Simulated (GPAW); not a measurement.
## B/Pt(111): work function by functional and basis

Wanted: work functions and dipole of B/Pt(111), with the cost of each level.

Calculated with GPAW 26.7.0; GPAW, PAW setups; slab in vacuum, relaxation, in the first sound run; inputs show where later runs differ.

## (1) The starting structure

The cell holds 5 atoms: 4 Pt and 1 B. Cell: a = 2.772 Å, b = 2.772 Å, c = 26.990 Å, α = 90.0°, β = 90.0°, γ = 60.0°. Vacuum lies along c.

## (2) Relaxation

Forces are removed first; all later runs use this geometry. The lowest 2 atoms are held at bulk positions and keep their forces.

File run.py:

```python
import json
import numpy as np
from ase import Atoms
from ase.constraints import FixAtoms
from ase.optimize import BFGS
from gpaw import GPAW, PW

slab = Atoms(
    ['Pt', 'Pt', 'Pt', 'Pt', 'B'],
    positions=[
        [0.00000, 0.00000, 9.00000],
        [1.38593, 0.80017, 11.26321],
        [2.77186, 1.60033, 13.52643],
        [0.00000, 0.00000, 15.78964],
        [0.00000, 0.00000, 17.98964]],
    cell=[[2.77186, 0.0, 0.0], [1.38593, 2.4005, 0.0], [0.0, 0.0, 26.98964]],
    pbc=[True, True, False])

slab.calc = GPAW(mode=PW(500), xc='PBE', kpts={'size': (13, 13, 1), 'gamma': True},
                 occupations={'name': 'fermi-dirac', 'width': 0.1}, nbands='200%',
                 convergence={'density': 1e-05}, maxiter=200,
                 poissonsolver={'dipolelayer': 'xy'},
                 symmetry={'tolerance': 1e-3, 'extra_ids': [1, 1, 0, 0, 0]}, txt='slab.txt')
result = {}
slab.set_constraint(FixAtoms([0, 1]))
path = []
opt = BFGS(slab, maxstep=0.2)
opt.attach(lambda: path.append((slab.get_potential_energy(), slab.positions.tolist(), slab.get_forces().tolist())))
result['relaxed'] = bool(opt.run(fmax=0.03, steps=40))
result['path'] = path
energy = slab.get_potential_energy()
fermi = slab.calc.get_fermi_level()
v = slab.calc.get_electrostatic_potential().mean((0, 1)) - fermi
n = slab.calc.get_pseudo_density().mean((0, 1))
L = slab.cell[2, 2]
z = np.arange(len(v)) * L / len(v)
low, high = slab.positions[:, 2].min(), slab.positions[:, 2].max()
below, above = np.interp([low - 6.8, high + 6.8], z, v)
slopes = [np.interp(x, z, np.gradient(v, z)) for x in (low - 6.8, high + 6.8)]
eps = np.array([[slab.calc.get_eigenvalues(k, s) for k in range(len(slab.calc.get_ibz_k_points()))]
                for s in range(slab.calc.get_number_of_spins())]) - fermi
top, bottom = eps[eps < 0].max(), eps[eps > 0].min()
dipole = slab.get_dipole_moment()[2]
print(f'energy {energy:.4f} eV, Fermi level {fermi:.4f} eV, dipole {dipole:.5f} e A')
print(f'potential 6.8 A off the faces, from the Fermi level: lower {below:.4f} eV, upper {above:.4f} eV')
print(f'slope of the potential there: lower {slopes[0]:.5f}, upper {slopes[1]:.5f} eV/A')
print(f'nearest levels on the mesh: {top:.4f} and {bottom:.4f} eV')
print('magnetic moment', round(slab.get_magnetic_moment(), 3))
result.update(energy=energy, fermi=fermi, dipole=dipole, below=below, above=above, slopes=slopes, edges=[top, bottom],
              z=z.tolist(), v=v.tolist(), n=n.tolist(), positions=slab.positions.tolist(),
              forces=slab.get_forces(apply_constraint=False).tolist(), moments=slab.get_magnetic_moments().tolist())
json.dump(result, open('result.json', 'w'))
```

The run is started by

```bash
OMP_NUM_THREADS=1 OPENBLAS_NUM_THREADS=1 python run.py
```

Output:

```text
Step          Energy          fmax
BFGS:    0      -28.881437        2.492968
BFGS:    1      -29.003428        2.144661
BFGS:    2      -29.067031        2.914000
BFGS:    3      -29.204214        1.061211
BFGS:    4      -29.239099        0.446376
BFGS:    5      -29.246292        0.327314
BFGS:    6      -29.248262        0.274908
BFGS:    7      -29.254700        0.194533
BFGS:    8      -29.255812        0.168140
BFGS:    9      -29.258487        0.206028
BFGS:   10      -29.261898        0.236884
BFGS:   11      -29.266605        0.182557
BFGS:   12      -29.268889        0.100002
BFGS:   13      -29.269568        0.021812
energy -29.1574 eV, Fermi level 0.7344 eV, dipole -0.02183 e A
potential 6.8 A off the faces, from the Fermi level: lower 5.7025 eV, upper 6.2999 eV
slope of the potential there: lower 0.00000, upper -0.00001 eV/A
nearest levels on the mesh: -0.0072 and 0.0020 eV
magnetic moment 0.0
```

Wall time 55 min (1 thread of Arm Neoverse V1, shared host); peak memory 0.31 GiB.

Relaxation path:

```
step  energy less that of the first step (eV)  largest force (eV/Å)
   1                                   0.0000                2.4930
   2                                  -0.1226                2.1447
   3                                  -0.1924                2.9140
   4                                  -0.3260                1.0612
   5                                  -0.3620                0.4464
   6                                  -0.3700                0.3273
   7                                  -0.3720                0.2749
   8                                  -0.3790                0.1945
   9                                  -0.3804                0.1681
  10                                  -0.3835                0.2060
  11                                  -0.3873                0.2369
  12                                  -0.3924                0.1826
  13                                  -0.3946                0.1000
  14                                  -0.3951                0.0218
```

The atoms that moved most (Å):

```csv
atom,dx,dy,dz,length
Pt4,0.000,0.000,0.293,0.293
Pt3,0.000,0.000,0.088,0.088
B5,0.000,0.000,0.024,0.024
```

Final coordinates:

```cif
data_structure
_symmetry_space_group_name_H-M 'P 1'
_symmetry_Int_Tables_number 1
_cell_length_a 2.7719
_cell_length_b 2.7719
_cell_length_c 26.9896
_cell_angle_alpha 90.000
_cell_angle_beta 90.000
_cell_angle_gamma 60.000
_cell_volume 179.58
loop_
_atom_site_label
_atom_site_type_symbol
_atom_site_fract_x
_atom_site_fract_y
_atom_site_fract_z
_atom_site_occupancy
Pt1 Pt 0.00000 0.00000 0.33346 1
Pt2 Pt 0.33333 0.33333 0.41732 1
Pt3 Pt 0.66667 0.66667 0.50443 1
Pt4 Pt 0.00000 0.00000 0.59588 1
B5 B 0.00000 0.00000 0.66744 1
```

Numbers from this step:

```
dipole along the normal                    : -0.02183 e·Å
levels nearest the Fermi level on the mesh : -0.007169, 0.002013 eV from the Fermi level
upper work function                        : 6.300 eV
lower work function                        : 5.702 eV
```

The electrostatic potential energy of an electron (without an applied field's), less the Fermi level, planar mean oscillates, so the rows of the table below give means over windows of 2.41 Å about each position, cut where the curve ends. Its maxima inside the range that stand out by 2 % of the span (Å: eV): 10.1: -0.209, 12.4: 0.397, 14.8: 0.950, 17.3: 0.113. Its minima: 9.0: -26.8, 11.3: -27.1, 13.6: -27.0, 16.1: -27.2, 18.0: -12.1.

Electrostatic potential energy of an electron (without an applied field's), less the Fermi level, planar mean against z; means over each step:

```csv
z (Å),"electrostatic potential energy of an electron (without an applied field's), less the Fermi level, planar mean (eV)"
1.21,5.73
3.62,5.70
6.03,5.63
8.44,-9.11
10.85,-11.6
13.26,-11.1
15.67,-11.0
18.08,-2.44
20.48,6.16
22.90,6.30
25.30,6.30
```

Pseudo valence density, planar mean against z:

z (Å), pseudo valence density, planar mean (e/Å³) and a bar:
```
      5.5       0.00 
      6.0       0.00 
      6.5       0.00 
      7.0       0.01 
      7.5       0.05 #
      8.0       0.23 ###
      8.5       0.94 ############
      9.0       2.31 ##############################
      9.5       0.97 ############
     10.0       0.35 ####
     10.5       0.50 ######
     11.0       1.76 #######################
     11.5       1.84 ########################
     12.0       0.51 #######
     12.5       0.29 ####
     13.0       0.71 #########
     13.5       2.26 #############################
     14.0       1.32 #################
     14.5       0.36 #####
     15.0       0.26 ###
     15.5       0.76 ##########
     16.0       2.35 ##############################
     16.5       1.20 ###############
     17.0       0.40 #####
     17.5       0.29 ####
     18.0       0.24 ###
     18.5       0.22 ###
     19.0       0.09 #
     19.5       0.02 
     20.0       0.01 
     20.5       0.00 
     21.0       0.00 
     21.5       0.00
```

The relaxation lowered the energy of the cell by 0.395 eV (energies extrapolated to zero smearing; the optimiser's log prints free energies). The largest force left on a free atom is 0.022 eV/Å.

## (3) The slab's potential

With the geometry fixed, the planar mean of the potential gives the vacuum level on each side.

This step: GPAW, PAW setups; slab in vacuum (GPAW 26.7.0).

run.py: that of step 2 with these lines changed.

```diff
@@ -3,4 +3,2 @@
 from ase import Atoms
-from ase.constraints import FixAtoms
-from ase.optimize import BFGS
 from gpaw import GPAW, PW
@@ -12,5 +10,5 @@
         [1.38593, 0.80017, 11.26321],
-        [2.77186, 1.60033, 13.52643],
-        [0.00000, 0.00000, 15.78964],
-        [0.00000, 0.00000, 17.98964]],
+        [2.77186, 1.60033, 13.61430],
+        [-0.00000, 0.00000, 16.08245],
+        [-0.00000, 0.00000, 18.01398]],
     cell=[[2.77186, 0.0, 0.0], [1.38593, 2.4005, 0.0], [0.0, 0.0, 26.98964]],
@@ -22,10 +20,4 @@
                  poissonsolver={'dipolelayer': 'xy'},
-                 symmetry={'tolerance': 1e-3, 'extra_ids': [1, 1, 0, 0, 0]}, txt='slab.txt')
+                 symmetry={'tolerance': 1e-3}, txt='slab.txt')
 result = {}
-slab.set_constraint(FixAtoms([0, 1]))
-path = []
-opt = BFGS(slab, maxstep=0.2)
-opt.attach(lambda: path.append((slab.get_potential_energy(), slab.positions.tolist(), slab.get_forces().tolist())))
-result['relaxed'] = bool(opt.run(fmax=0.03, steps=40))
-result['path'] = path
 energy = slab.get_potential_energy()
```

Output:

```text
energy -29.1574 eV, Fermi level 0.7343 eV, dipole -0.02185 e A
potential 6.8 A off the faces, from the Fermi level: lower 5.7032 eV, upper 6.3000 eV
slope of the potential there: lower -0.00014, upper -0.00001 eV/A
nearest levels on the mesh: -0.0071 and 0.0020 eV
magnetic moment 0.0
```

Wall time 5.7 min (1 thread); peak memory 0.31 GiB.

Numbers from this step:

| Item | Value |
| --- | --- |
| dipole along the normal | -0.02185 e·Å |
| levels nearest the Fermi level on the mesh | -0.007143, 0.002009 eV from the Fermi level |
| lower work function | 5.703 eV |

The electrostatic potential energy of an electron (without an applied field's), less the Fermi level, planar mean oscillates, so the rows of the table below give means over windows of 2.41 Å about each position, cut where the curve ends. Its maxima inside the range that stand out by 2 % of the span (Å: eV): 10.1: -0.209, 12.4: 0.397, 14.8: 0.951, 17.3: 0.113. Its minima: 9.0: -26.8, 11.3: -27.1, 13.6: -27.0, 16.1: -27.2, 18.0: -12.1.

Electrostatic potential energy of an electron (without an applied field's), less the Fermi level, planar mean against z; means over each step:

```csv
z (Å),"electrostatic potential energy of an electron (without an applied field's), less the Fermi level, planar mean (eV)"
1.21,5.73
3.62,5.70
6.03,5.63
8.44,-9.11
10.85,-11.6
13.26,-11.1
15.67,-11.0
18.08,-2.44
20.48,6.16
22.90,6.30
25.30,6.30
```

The pseudo valence density, planar mean oscillates, so the rows of the table below give means over windows of 2.31 Å about each position, cut where the curve ends. Its maxima inside the range that stand out by 2 % of the span (Å: e/Å³): 9.1: 2.35, 11.2: 2.34, 13.7: 2.35, 16.0: 2.35. Its minima: 10.2: 0.327, 12.3: 0.291, 14.8: 0.233.

Table of pseudo valence density, planar mean by z; means over each step:

| z (Å) | pseudo valence density, planar mean (e/Å³) |
| --- | --- |
| 3.46 | 2.5e-6 |
| 5.77 | 0.00151 |
| 8.08 | 0.742 |
| 10.39 | 1.08 |
| 12.70 | 1.01 |
| 15.01 | 0.902 |
| 17.32 | 0.578 |
| 19.63 | 0.0501 |
| 21.94 | 8.1e-5 |

Force by atom:

| atom | x (eV/Å) | y (eV/Å) | z (eV/Å) | size |
| --- | --- | --- | --- | --- |
| Pt1 | 0.000 | 0.000 | -0.555 | 0.555 |
| Pt2 | 0.000 | 0.000 | 0.580 | 0.580 |
| Pt3 | 0.000 | 0.000 | -0.021 | 0.021 |
| Pt4 | 0.000 | 0.000 | -0.012 | 0.012 |
| B5 | 0.000 | 0.000 | 0.012 | 0.012 |

The potential is flat to 1.4e-4 eV/Å where it is read, so the vacuum is wide enough.

## (4) Self-consistent run: xc = "vdW-DF2"

The same geometry under vdW-DF2, to see how far the functional moves the levels against the vacuum (the van der Waals functionals take revPBE setups).

run.py: that of step 3 with these lines changed.

```diff
@@ -16,3 +16,3 @@
 
-slab.calc = GPAW(mode=PW(500), xc='PBE', kpts={'size': (13, 13, 1), 'gamma': True},
+slab.calc = GPAW(mode=PW(500), xc='vdW-DF2', kpts={'size': (13, 13, 1), 'gamma': True},
                  occupations={'name': 'fermi-dirac', 'width': 0.1}, nbands='200%',
```

Output:

```text
energy -665.3340 eV, Fermi level 0.6541 eV, dipole -0.02592 e A
potential 6.8 A off the faces, from the Fermi level: lower 5.9488 eV, upper 6.6560 eV
slope of the potential there: lower -0.00001, upper -0.00001 eV/A
nearest levels on the mesh: -0.0192 and 0.0011 eV
magnetic moment 0.0
```

Wall time 4.7 min (1 thread); peak memory 0.47 GiB.

Numbers from this step:

```yaml
dipole_along_the_normal: -0.02592 e·Å
levels_nearest_the_fermi_level_on_the_mesh: -0.01921, 0.001132 eV from the Fermi level
upper_work_function: 6.656 eV
lower_work_function: 5.949 eV
```

The electrostatic potential energy of an electron (without an applied field's), less the Fermi level, planar mean oscillates, so the rows of the table below give means over windows of 2.41 Å about each position, cut where the curve ends. Its maxima inside the range that stand out by 2 % of the span (Å: eV): 10.1: -0.687, 12.4: -0.0836, 14.8: 0.437, 17.3: -0.185. Its minima: 9.0: -26.9, 11.3: -27.2, 13.6: -27.1, 16.1: -27.3, 18.0: -12.0.

Table of electrostatic potential energy of an electron (without an applied field's), less the Fermi level, planar mean by z; means over each step:

z (Å), electrostatic potential energy of an electron (without an applied field's), less the Fermi level, planar mean (eV) and a bar from the least value:
```
     1.21        6.0 #############################
     3.62        5.9 #############################
     6.03        5.9 #############################
     8.44       -9.2 ####
    10.85      -11.9 
    13.26      -11.4 #
    15.67      -11.3 #
    18.08       -2.4 ###############
    20.48        6.5 ##############################
    22.90        6.7 ##############################
    25.30        6.7 ##############################
```

Table of pseudo valence density, planar mean by z:

z (Å), pseudo valence density, planar mean (e/Å³) and a bar:
```
      5.0       0.00 
      5.5       0.00 
      6.0       0.00 
      6.5       0.00 
      7.0       0.01 
      7.5       0.05 #
      8.0       0.23 ###
      8.5       0.93 ############
      9.0       2.32 ##############################
      9.5       0.97 ############
     10.0       0.34 ####
     10.5       0.49 ######
     11.0       1.77 #######################
     11.5       1.85 ########################
     12.0       0.51 ######
     12.5       0.28 ####
     13.0       0.71 #########
     13.5       2.26 #############################
     14.0       1.32 #################
     14.5       0.36 #####
     15.0       0.25 ###
     15.5       0.76 ##########
     16.0       2.36 ##############################
     16.5       1.20 ###############
     17.0       0.39 #####
     17.5       0.29 ####
     18.0       0.24 ###
     18.5       0.23 ###
     19.0       0.09 #
     19.5       0.02 
     20.0       0.01 
     20.5       0.00 
     21.0       0.00 
     21.5       0.00
```

Force by atom:

```csv
atom,x (eV/Å),y (eV/Å),z (eV/Å),size
Pt1,0.00,0.00,-1.86,1.86
Pt2,0.00,0.00,0.69,0.69
Pt3,0.00,0.00,0.17,0.17
Pt4,0.00,0.00,0.47,0.47
B5,0.00,0.00,0.54,0.54
```

The upper face's work function is 6.656 eV, against 6.300 eV in the first plane-wave PBE run at this geometry.

## (5) Self-consistent run: xc = "LDA"

The same geometry under LDA, to see how far the functional moves the levels against the vacuum.

run.py: that of step 4 with these lines changed.

```diff
@@ -16,3 +16,3 @@
 
-slab.calc = GPAW(mode=PW(500), xc='vdW-DF2', kpts={'size': (13, 13, 1), 'gamma': True},
+slab.calc = GPAW(mode=PW(500), xc='LDA', kpts={'size': (13, 13, 1), 'gamma': True},
                  occupations={'name': 'fermi-dirac', 'width': 0.1}, nbands='200%',
```

Output:

```text
energy -35.1421 eV, Fermi level 0.4506 eV, dipole -0.01335 e A
potential 6.8 A off the faces, from the Fermi level: lower 6.0861 eV, upper 6.4518 eV
slope of the potential there: lower 0.00002, upper -0.00001 eV/A
nearest levels on the mesh: -0.0078 and 0.0471 eV
magnetic moment 0.0
```

Run time: 4.7 min. Hardware: 1 thread; peak memory 0.31 GiB.

Numbers from this step:

| Property | Result |
| --- | --- |
| dipole along the normal | -0.01335 e·Å |
| levels nearest the Fermi level on the mesh | -0.007813, 0.04708 eV from the Fermi level |
| upper work function | 6.452 eV |
| lower work function | 6.086 eV |

The electrostatic potential energy of an electron (without an applied field's), less the Fermi level, planar mean oscillates, so the rows of the table below give means over windows of 2.41 Å about each position, cut where the curve ends. Its maxima inside the range that stand out by 2 % of the span (Å: eV): 10.1: 0.190, 12.4: 0.791, 14.8: 1.34, 17.3: 0.398. Its minima: 9.0: -26.6, 11.3: -26.8, 13.6: -26.7, 16.1: -26.9, 18.0: -11.9.

Electrostatic potential energy of an electron (without an applied field's), less the Fermi level, planar mean against z; means over each step:

```csv
z (Å),"electrostatic potential energy of an electron (without an applied field's), less the Fermi level, planar mean (eV)"
1.21,6.10
3.62,6.09
6.03,6.01
8.44,-8.78
10.85,-11.2
13.26,-10.8
15.67,-10.7
18.08,-2.27
20.48,6.31
22.90,6.45
25.30,6.45
```

The upper face's work function is 6.452 eV, against 6.300 eV in the first plane-wave PBE run at this geometry.

## (6) OptPBE vdW: xc = "optPBE-vdW"

The same geometry under optPBE-vdW, to see how far the functional moves the levels against the vacuum (the van der Waals functionals take revPBE setups).

run.py: that of step 5 with these lines changed.

```diff
@@ -16,3 +16,3 @@
 
-slab.calc = GPAW(mode=PW(500), xc='LDA', kpts={'size': (13, 13, 1), 'gamma': True},
+slab.calc = GPAW(mode=PW(500), xc='optPBE-vdW', kpts={'size': (13, 13, 1), 'gamma': True},
                  occupations={'name': 'fermi-dirac', 'width': 0.1}, nbands='200%',
```

Output:

```text
energy -95.7577 eV, Fermi level 0.6293 eV, dipole -0.02286 e A
potential 6.8 A off the faces, from the Fermi level: lower 5.8514 eV, upper 6.4756 eV
slope of the potential there: lower 0.00004, upper -0.00002 eV/A
nearest levels on the mesh: -0.0095 and 0.0037 eV
magnetic moment 0.0
```

The job ended after 7.1 min (1 thread; peak memory 0.47 GiB).

This step gave:

```
dipole along the normal                    : -0.02286 e·Å
levels nearest the Fermi level on the mesh : -0.009477, 0.003704 eV from the Fermi level
upper work function                        : 6.476 eV
lower work function                        : 5.851 eV
```

The upper face's work function is 6.476 eV, against 6.300 eV in the first plane-wave PBE run at this geometry.

## (7) Self-consistent run: xc = "revPBE"

The same geometry under revPBE, to see how far the functional moves the levels against the vacuum.

run.py: that of step 6 with these lines changed.

```diff
@@ -16,3 +16,3 @@
 
-slab.calc = GPAW(mode=PW(500), xc='optPBE-vdW', kpts={'size': (13, 13, 1), 'gamma': True},
+slab.calc = GPAW(mode=PW(500), xc='revPBE', kpts={'size': (13, 13, 1), 'gamma': True},
                  occupations={'name': 'fermi-dirac', 'width': 0.1}, nbands='200%',
```

Output:

```text
energy -26.8764 eV, Fermi level 0.8197 eV, dipole -0.02429 e A
potential 6.8 A off the faces, from the Fermi level: lower 5.5615 eV, upper 6.2243 eV
slope of the potential there: lower 0.00006, upper -0.00002 eV/A
nearest levels on the mesh: -0.0049 and 0.0037 eV
magnetic moment 0.0
```

Wall time 6.3 min (1 thread); peak memory 0.3 GiB.

Numbers from this step:

- dipole along the normal: -0.02429 e·Å
- levels nearest the Fermi level on the mesh: -0.004909, 0.003706 eV from the Fermi level
- upper work function: 6.224 eV
- lower work function: 5.561 eV

The electrostatic potential energy of an electron (without an applied field's), less the Fermi level, planar mean oscillates, so the rows of the table below give means over windows of 2.41 Å about each position, cut where the curve ends. Its maxima inside the range that stand out by 2 % of the span (Å: eV): 10.1: -0.280, 12.4: 0.325, 14.8: 0.877, 17.3: 0.0381. Its minima: 9.0: -26.9, 11.3: -27.1, 13.6: -27.1, 16.1: -27.2, 18.0: -12.2.

Table of electrostatic potential energy of an electron (without an applied field's), less the Fermi level, planar mean by z; means over each step:

z (Å), electrostatic potential energy of an electron (without an applied field's), less the Fermi level, planar mean (eV) and a bar from the least value:
```
     1.21        5.6 #############################
     3.62        5.6 #############################
     6.03        5.5 #############################
     8.44       -9.2 ####
    10.85      -11.6 
    13.26      -11.2 #
    15.67      -11.1 #
    18.08       -2.5 ###############
    20.48        6.1 ##############################
    22.90        6.2 ##############################
    25.30        6.2 ##############################
```

The upper face's work function is 6.224 eV, against 6.300 eV in the first plane-wave PBE run at this geometry.

(Part 1 of 2 ends here.)

[Logs are printed without paths, hosts, clocks, repeated set-up lines and the standing remarks that a program may print on its own settings, such as how far it seeks lower states.]

[Hosts, paths, dates, database ids (printed as entryN), source tags and the programs' standing remarks are cut or masked in the printed files.]
